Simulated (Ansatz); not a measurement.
Ti:

```
Ti
1.0
     2.95000    0.00000    0.00000
    -1.47500    2.55477    0.00000
     0.00000    0.00000    4.68000
Ti
2
Direct
  0.66667 0.33333 0.75000
  0.33333 0.66667 0.25000
```

```yaml
Program: Ansatz 0.2.0
Task: relaxation of cell and atoms
Functional: HSEsol
Potentials_or_basis: Ansatz PAW
Cutoff: "420 eV (not typed: the program's choice for these potentials)"
k_mesh: 5 × 5 × 3
Occupations: fermi-dirac, width 0.05 eV
Spin: no spin polarisation
```

At the start: volume 17.64 Å³/atom.

**Question.** How do energy, volume and symmetry change on relaxing?

**Answer.** It ends after 6 steps and the volume is 16.65 Å³/atom (-5.6 %); space group P6_3/mmc (No. 194, to 0.05 Å).

Step by step:
```
step  energy change (eV)  largest force (eV/Å)  volume (Å³)
   1              0.0000                0.0000        35.27
   2             -0.0256                0.0000        31.86
   3             -0.0542                0.0000        33.35
   4             -0.0544                0.0000        33.31
   5             -0.0545                0.0000        33.29
   6             -0.0541                0.0000        33.29
```

Final structure:
```xyz
2
Lattice="2.9284 0.0000 0.0000 -1.4642 2.5360 0.0000 0.0000 0.0000 4.4829" Properties=species:S:1:pos:R:3 pbc="T T T"
Ti    1.4642    0.8453    3.3622
Ti    0.0000    1.6907    1.1207
```

Caveat: the k mesh is coarse (spacing up to 0.49 Å⁻¹), so the values aren't converged, least of all with exact exchange; the plane-wave basis is chosen anew once the cell has moved, so the energies of steps on either side of that aren't comparable; the PAW data sets come from PBE, with cores solved anew for the run's functional, which leaves a small shift of forces and pressure.
